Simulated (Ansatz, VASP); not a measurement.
Two plane-wave programs on CaS (Oldhamite)

```
CELL_PARAMETERS angstrom
0.00000 2.85603 2.85603
2.85603 0.00000 2.85603
2.85603 2.85603 0.00000
ATOMIC_POSITIONS crystal
Ca 0.00000 0.00000 0.00000
S 0.50000 0.50000 0.50000
```

Alike in both runs: task relaxation of cell and atoms; functional LDA; k mesh 8 × 8 × 8; occupations gaussian, width 0.02 eV; no spin polarisation.

```csv
,VASP,Ansatz
version,VASP 6.6.1,Ansatz 0.2.0
potentials or method,"VASP PAW LDA potentials, release 64 (Ca_sv, S)","scalar-relativistic, plane waves, PAW"
plane-wave cutoff (eV),600,420
valence electrons in the cell,16,16
```

VASP gave:

| Property | Result |
| --- | --- |
| gap on the k mesh at the Fermi level, each at its own relaxed structure (eV) | 1.97 |
| relaxed volume (Å³/atom) | 21.63 |
| relaxed cell length with the largest relative difference (Å) | 3.940 |
| energy change over the relaxation (meV/atom) | -24 |

Task: What did Ansatz give for the same quantities?

Result: gap on the k mesh at the Fermi level, each at its own relaxed structure (eV): 1.97; relaxed volume (Å³/atom): 21.54; relaxed cell length with the largest relative difference (Å): 3.935; energy change over the relaxation (meV/atom): -27.

A k mesh can miss the band edges. LDA usually gives volumes a few per cent too small. Expect the measured gap to be larger: semilocal functionals such as LDA lack the derivative discontinuity.
